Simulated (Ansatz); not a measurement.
In₂O₃: reading a single point

```
CELL_PARAMETERS angstrom
2.67190 4.62787 0.00000
-2.67190 4.62787 0.00000
0.00000 -3.08525 4.86210
ATOMIC_POSITIONS crystal
In 0.35216 0.35216 0.05648
In 0.14784 0.14784 0.44352
In 0.64784 0.64784 0.94352
In 0.85216 0.85216 0.55648
O 0.55624 0.94376 0.75000
O 0.25000 0.55624 0.75000
O 0.94376 0.25000 0.75000
O 0.44376 0.05624 0.25000
O 0.75000 0.44376 0.25000
O 0.05624 0.75000 0.25000
```

The numbers come from plane-wave PAW DFT (Ansatz): PBE, no spin polarisation, 420 eV, 6×6×6 Γ-centred k points, fermi-dirac occupations (width 0.1 eV). Nothing was relaxed.

Q: What does the stress say?

A: The pressure is 20.0 GPa (compression positive), so with the atoms held at these fractions the cell would first expand. The principal stresses 17.5, 21.3, 21.3 GPa differ, so its shape would change too.

Q: Describe some of the short contacts.

A: In–O at 2.08 Å: least valence density 0.61 e/Å³ and ELF 0.17 there. These are pseudo-fields; inside the PAW spheres they differ from the all-electron ones.

Q: What is the formation energy?

A: -1.44 eV an atom against the elements' usual phases (free molecules for gases, crystals otherwise, with no correction for O₂ or N₂), so it is bound against them; other compounds may still compete. Relaxing would lower it.

Q: Which orbitals make up the band edges?

A: Within 0.7 eV of the edges, the states project mainly on O p (94 %) below the gap and on In s (53 %) and O s (28 %) above it.

Q: Metal or insulator? Give the gap.

A: The gap is 1.69 eV, direct at the points sampled.

Q: Give the Bader charges.

A: Bader charges in e: In +1.87, O -1.25. In the mean In gives up most and O takes most.

Q: Where is the largest force?

A: The largest is on In3 (and as large on other atoms): 0.51 eV/Å, components (0.00, 0.00, -0.51). It makes 63° with the line to a nearest neighbour, O6 at 2.08 Å.

Origin: a known structure type with other elements, at an estimated volume, so it need not be a known compound. Caveats: atoms or cell far from equilibrium.
